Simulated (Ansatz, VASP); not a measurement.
This is a calculation of Sn3Te for VASP 6.6.1.

Contents of INCAR:

```
ALGO = Normal
EDIFF = 1E-6
ENCUT = 520
ISIF = 2
ISMEAR = -1
LASPH = T
LCHARG = F
LREAL = F
LWAVE = F
NBANDS = 32
NELM = 80
PREC = Accurate
SIGMA = 0.05
```

KPOINTS

```
k-points
0
Gamma
  6 6 6
```

File POSCAR:

```
Sn3Te
1.0
    4.7662957215      0.0000000000      0.0000000000
    0.0000000000      4.7662957215      0.0000000000
    0.0000000000      0.0000000000      4.7662957215
Te Sn
1 3
Direct
    0.0000000000      0.0000000000      0.0000000000
    0.0000000000      0.5000000000      0.5000000000
    0.5000000000      0.0000000000      0.5000000000
    0.5000000000      0.5000000000      0.0000000000
```

Potentials or basis: VASP PAW LDA potentials, release 64 (Te, Sn_d).

Run with:

```bash
$ cat potpaw_LDA.64/Te/POTCAR potpaw_LDA.64/Sn_d/POTCAR > POTCAR
$ mpirun -np 1 vasp_std > vasp.out
```

Set up the same calculation for Ansatz 0.2.0. Potentials there: all-electron LAPW, scalar-relativistic.

As run (the cutoff follows the program's own potentials):

Contents of input.yaml:

```yaml
crystal:
  lattice:
    - [4.7662957215, 0.0, 0.0]
    - [0.0, 4.7662957215, 0.0]
    - [0.0, 0.0, 4.7662957215]
  atoms:
    - { symbol: Te, position: [0.0, 0.0, 0.0] }
    - { symbol: Sn, position: [0.0, 0.5, 0.5] }
    - { symbol: Sn, position: [0.5, 0.0, 0.5] }
    - { symbol: Sn, position: [0.5, 0.5, 0.0] }
kpoints:
  mp_grid: { grid: [6, 6, 6] }
scf:
  occupations: { method: fermi_dirac, width: 0.05 }
hamiltonian:
  xc: lda
  pseudopotentials: { kind: all_electron, lapw: { basis_error: 0.002 } }
output:
  forces: true
  stress: true
  eigenvalues: true
```

Potentials or basis: all-electron LAPW, scalar-relativistic.

Command:

```console
$ ansatz run input.yaml --threads 2 --pin off --max-ram 8192MiB --backend cpu --events-out ev --progress --plain --runs-dir out
```

Both were run:

|  | VASP | Ansatz | Ansatz less VASP |
| --- | --- | --- | --- |
| gap on the k mesh at the Fermi level (eV) | none | none | - |
| pressure (GPa) | -0.7 | -0.7 | +0.01 |

A gap of «none» marks a metal or a gap that the smearing closes. Ansatz ran all-electron here, so the differences hold the error of VASP's frozen core and of both bases.

The runs have no spin-orbit coupling, so splittings on Te are missing.
